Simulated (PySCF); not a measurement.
How good is the calculation?

Bonds (- single, = double, # triple, : aromatic): C1-C2 1.515 Å, C2-C3 1.504 Å, C3=O4 1.203 Å, C3-O5 1.341 Å. C1 carries H6, H7, H8; C2 carries H9, H10; O5 carries H11.

The experiment to reproduce: δ 13C C2 28.5; C1 9.6; δ 1H H9/H10 2.36; H6/H7/H8 1.16 ppm (measured; solution, not stated per compound (mostly CDCl3 or CCl4); Pretsch, Buehlmann, Badertscher, Structure Determination of Organic Compounds, 4th ed. (2009)).

PySCF 2.14.0 with density-fitted response routines calculation with geometry from PBE0-D3(BJ)/def2-SVP and PBE0/pcSseg-1 with gauge-including orbitals; no solvent model, no relativistic terms, a single conformation, one averaged value for each set of equivalent atoms.

Question: Set the calculated values beside the experiment.

Answer: 
Reference values: measured (solution, not stated per compound (mostly CDCl3 or CCl4); Pretsch, Buehlmann, Badertscher, Structure Determination of Organic Compounds, 4th ed. (2009)).
```json
{"atoms": "C2", "quantity": "δ 13C", "reference": "28.5", "computed": "26.8", "computed, scaled": "25.3"}
{"atoms": "C1", "quantity": "δ 13C", "reference": "9.6", "computed": "9.6", "computed, scaled": "8.6"}
{"atoms": "H9/H10", "quantity": "δ 1H", "reference": "2.36", "computed": "2.22", "computed, scaled": "2.32"}
{"atoms": "H6/H7/H8", "quantity": "δ 1H", "reference": "1.16", "computed": "1.07", "computed, scaled": "1.23"}
```

Computed shifts are σ(ref) − σ with the named reference compound (TMS for H and C) calculated as an isolated molecule at the same level. The measured values may be among those fitted. Shieldings were converted by linear fits to measured shifts (mostly CDCl3, TMS scale, for H and C): 13C (scatter 2.0 ppm rms, 2.2 ppm with the 3 outliers that the fit left out); 1H (scatter 0.21 ppm rms). Occasional misses reach two or three times the rms, and more in compound classes unlike the fitted ones. Hydrogens on heteroatoms aren't scaled, only referred to computed TMS.

Question: How far are the unscaled 13C shifts from the references?

Answer: Mean signed difference -0.85 ppm, mean absolute 0.85 ppm over 2 comparisons; the largest is -1.7 ppm at C2 (sp3 CH2 α to a carbonyl).

Question: How far are the unscaled 1H shifts from the references?

Answer: Mean signed difference -0.11 ppm, mean absolute 0.11 ppm over 2 comparisons; the largest is -0.14 ppm at H9/H10 (hydrogen on an sp3 CH2 α to a carbonyl).

4 of the 5 published NMR values on file for this molecule are compared. The rest: values whose atom or origin is in doubt.
